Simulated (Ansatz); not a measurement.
LiH3 (P4/mmm) at 3 levels of theory

One geometry, relaxed with PBE; plane waves with PAW potentials in Ansatz, scalar-relativistic. No spin polarisation. Gaps are the least over mesh and band path; pressure is positive in compression, and isn't given for hybrids.

```xyz
4
Lattice="2.7348 0.0000 0.0000 0.0000 2.7348 0.0000 0.0000 0.0000 6.1927" Properties=species:S:1:pos:R:3 pbc="T T T"
Li    0.0000    0.0000    3.0964
H     1.3674    1.3674    0.3753
H     1.3674    1.3674    5.8174
H     1.3674    1.3674    3.0964
```

```tsv
level	cutoff (eV)	k mesh	gap (eV)	pressure (GPa)
PBE	420	10×10×6	0.76	0.0
```

What comes out on the same cell with HSE06, PBEsol?

```json
{"level": "HSE06", "cutoff (eV)": "420", "k mesh": "8×8×4", "gap (eV)": "1.65", "pressure (GPa)": "-"}
{"level": "PBEsol", "cutoff (eV)": "420", "k mesh": "10×10×6", "gap (eV)": "0.53", "pressure (GPa)": "0.0"}
```

The cell holds layers, chains or molecules and no dispersion correction was added, so their binding is poorly described.

It was reached by relaxing an invented guess, and it needn't be the stable form of this composition.
